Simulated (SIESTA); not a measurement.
Input of a SIESTA 5.4.2 run:

Contents of Nb.fdf:

```
SystemName                      Nb
SystemLabel                     Nb
NumberOfSpecies                 1
NumberOfAtoms                   1
%block ChemicalSpeciesLabel
  1  41 Nb
%endblock ChemicalSpeciesLabel

LatticeConstant                 1.0 Ang
%block LatticeVectors
    -1.6548140000     1.6618910000     1.6630990000
     1.6118880000    -1.6697760000     1.6280580000
     1.7028480000     1.7178090000    -1.6709840000
%endblock LatticeVectors
AtomicCoordinatesFormat         Fractional
%block AtomicCoordinatesAndAtomicSpecies
    -0.0028920000    -0.0076530000     0.0052760000  1  Nb
%endblock AtomicCoordinatesAndAtomicSpecies

%block kgrid.MonkhorstPack
   11   0   0  0.0
    0  11   0  0.0
    0   0  11  0.0
%endblock kgrid.MonkhorstPack
XC.Functional                   GGA
XC.Authors                      PBEsol
PAO.BasisSize                   DZP
PAO.EnergyShift                 0.003 Ry
Mesh.Cutoff                     800 Ry
OccupationFunction              FD
ElectronicTemperature           0.05 eV
MaxSCFIterations                120
SCF.MustConverge                false
SCF.Mixer.Method                Pulay
SCF.Mixer.Weight                0.25
SCF.Mixer.History               8
SCF.DM.Tolerance                5.0e-05
SCF.H.Tolerance                 1.0e-03 eV
WriteForces                     true
Charge.Mulliken                 end
%block PAO.Basis
  Nb 5
  n=4 0 2
    3.366 0.000
  n=5 0 2
    9.113 0.000
  n=4 1 2
    3.905 0.000
  n=5 1 1
    9.113
  n=4 2 2
    7.312 0.000
%endblock PAO.Basis
```

Potentials or basis: PseudoDojo 0.4 standard (PBEsol files), DZP (energy shift 0.003 Ry; two zetas on semicore shells).

Run with:

```bash
$ siesta Nb.fdf > Nb.out 2>&1
```

(1) Predict the pressure.

(2) Predict the band gap on the k mesh.

Answers

(1) -6.4 GPa.

(2) none (metal or under the smearing width).

Caveat: the basis of atomic orbitals isn't converged, which shifts pressures, moduli and gaps.
